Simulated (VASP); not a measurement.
Here is a VASP 6.6.1 calculation.

Contents of INCAR:

```
SYSTEM = Zn
ALGO = Normal
EDIFF = 1E-6
ENCUT = 520
GGA = PE
ISIF = 2
ISMEAR = 0
LASPH = .TRUE.
LCHARG = .TRUE.
LELF = .TRUE.
LREAL = .FALSE.
LVHAR = .TRUE.
LWAVE = .FALSE.
NBANDS = 12
NELM = 100
PREC = Accurate
SIGMA = 0.1
```

Contents of KPOINTS:

```
k-points
0
G
  18 18 18
  0 0 0
```

Contents of POSCAR:

```
Zn
1.0
   -1.5659980218      1.5659980218      1.5659980218
    1.5659980218     -1.5659980218      1.5659980218
    1.5659980218      1.5659980218     -1.5659980218
Zn
1
Direct
    0.0000000000      0.0000000000      0.0000000000
```

Potentials or basis: VASP PAW PBE potentials, release 64 (Zn).

Run with:

```console
$ cat potpaw_PBE.64/Zn/POTCAR > POTCAR
$ mpirun -np 1 vasp_std > vasp.out
```

Problem. Estimate the pressure.

Solution. 0.3 GPa.

Problem. What does it give for the band gap on the k mesh?

Solution. None (metal or under the smearing width).
